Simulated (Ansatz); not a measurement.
**CdS: a single-point run**

Wanted: a converged single-point run for CdS, and a check of what comes out. The structure is shown as the input types it. The cell is built on a prototype (rocksalt) and needn't be the phase found in nature.

Computed with Ansatz 0.2.0 (density functional or hybrid calculation with the settings of its input, plane waves (as first typed), unless a step's input says otherwise).

2 further runs of the same task are left out: 2 that didn't finish.

## 1. The system as given

Symmetry: Fm-3m, No. 225, cubic system. Conventional cell: a = 5.454 Å, b = 5.454 Å, c = 5.454 Å, α = 90.00°, β = 90.00°, γ = 90.00°. Cd (site symmetry m-3m) is surrounded by 6 S at 2.73 Å. S (site symmetry m-3m) is surrounded by 6 Cd at 2.73 Å.

As a file:

```
CELL_PARAMETERS angstrom
0.00000 2.72678 2.72678
2.72678 0.00000 2.72678
2.72678 2.72678 0.00000
ATOMIC_POSITIONS crystal
Cd 0.00000 0.00000 0.00000
S 0.50000 0.50000 0.50000
```

## 2. Input and run

input.yaml reads:

```yaml
crystal:
  lattice:
    - [0.0, 2.7267765442, 2.7267765442]
    - [2.7267765442, 0.0, 2.7267765442]
    - [2.7267765442, 2.7267765442, 0.0]
  atoms:
    - { symbol: Cd, position: [0.0, 0.0, 0.0] }
    - { symbol: S, position: [0.5, 0.5, 0.5] }
kpoints:
  mp_grid: { grid: [6, 6, 6] }
hamiltonian:
  xc: r2scan
scf:
  occupations: { method: methfessel_paxton, width: 1.5 }
  n_extra_bands: 4
output:
  forces: true
  stress: true
  eigenvalues: true
```

Command:

```
$ ansatz run input.yaml --threads 4 --pin off --max-ram 3686MiB --backend cpu --events-out ev --progress --plain --runs-dir out
```

What happens when this is run?

The run converged and reported no error. Convergence says nothing about whether the input makes sense.

The suspect setting: scf.occupations.method is methfessel_paxton; scf.occupations.width is 1.5. Occupations are smeared over electronvolts, wider than many features of the bands.

Run again and compare: delete scf.occupations.width (the default then holds) and set scf.occupations.method to fixed.
